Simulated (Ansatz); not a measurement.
Write the native input for Ansatz 0.2.0 that does the following.

| Property | Result |
| --- | --- |
| Task | single point |
| Functional | PBE |
| Potentials or basis | Ansatz PAW |
| Cutoff | 420 eV (not typed: the program's choice for these potentials) |
| k mesh | 13 × 13 × 13 |
| Occupations | gaussian, width 0.028 eV |
| Spin | no spin polarisation |

Ga:

```
Ga
1.0
    -1.38440    1.38440    2.31122
     1.38440   -1.38440    2.31122
     1.38440    1.38440   -2.31122
Ga
1
Direct
  0.00000 0.00000 0.00000
```

This isn't the form of Ga at room conditions, which is orthorhombic.

One way to write it, as run:

input.yaml

```yaml
crystal:
  lattice:
    - [-1.3843987196, 1.3843987196, 2.3112238365]
    - [1.3843987196, -1.3843987196, 2.3112238365]
    - [1.3843987196, 1.3843987196, -2.3112238365]
  atoms:
    - { symbol: Ga, position: [0.0, 0.0, 0.0] }
hamiltonian:
  xc: pbe
  pseudopotentials: { kind: paw }
kpoints:
  mp_grid: { grid: [13, 13, 13] }
scf:
  occupations: { method: gaussian, width: 0.028 }
output:
  forces: true
  stress: true
  eigenvalues: true
```

Potentials or basis: Ansatz PAW.

The run is started by

```console
$ ansatz run input.yaml --threads 2 --pin off --max-ram 5632MiB --backend cpu --events-out ev --progress --plain --runs-dir out
```

Results of the run:

```
Pressure               : 3.5 GPa
Band gap on the k mesh : none (metal or under the smearing width)
```

Run time: 2 s on 2 threads of Arm Neoverse N1, on a shared host, peak memory 0.31 GiB.
